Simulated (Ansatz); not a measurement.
**TiCo in Ansatz: the effect of target pressure**

The system is TiCo.

```
Co Ti
1.0
     2.98611    0.00000    0.00000
     0.00000    2.98611    0.00000
     0.00000    0.00000    2.98611
Co Ti
1 1
Cartesian
  1.4931 1.4931 1.4931
  0.0000 0.0000 0.0000
```

The cell comes from a database or a generator and needn't be the stable form of this composition.

Alike in all runs:

* Program: Ansatz 0.2.0
* Task: relaxation of cell and atoms
* Functional: PBEsol
* Potentials or basis: Ansatz PAW
* Cutoff: 420 eV (not typed: the program's choice for these potentials)
* k mesh: 9 × 9 × 9
* Occupations: fermi-dirac, width 0.05 eV
* Spin: collinear spin, ferromagnetic start
* Starting moments: [2.0, 1.0] μB

Each run relaxes the cell or the atoms first.

```csv
target pressure,relaxed volume (Å³/atom),moment (μB)
0 GPa,12.68,0.61
2 GPa,12.55,0.59
5 GPa,12.36,0.57
10 GPa,12.09,0.53
20 GPa,11.61,0.48
30 GPa,?,?
```

What does the run with target pressure 30 GPa give?

Relaxed volume 11.21 Å³/atom; moment 0.45 μB.

Worked out: In Murnaghan's law V^(-B') rises as a straight line in P. The other rows fit best with B' = 4.1, V0 = 12.68 Å³/atom and B0 = 189 GPa, which gives 11.22 Å³/atom at 30 GPa, against the run's 11.21. A parabola through the other rows of the moment, of slope -0.00116 μB per GPa there, extrapolates to 0.45 μB, against the run's 0.45.

Caveats: the plane-wave basis is chosen anew once the cell has moved, so the energies of steps on either side of that aren't comparable; the PAW data sets come from PBE, with cores solved anew for the run's functional, which leaves a small shift of forces and pressure; the volume moved by over 15 % at a fixed basis, so the end points are rough (some runs).
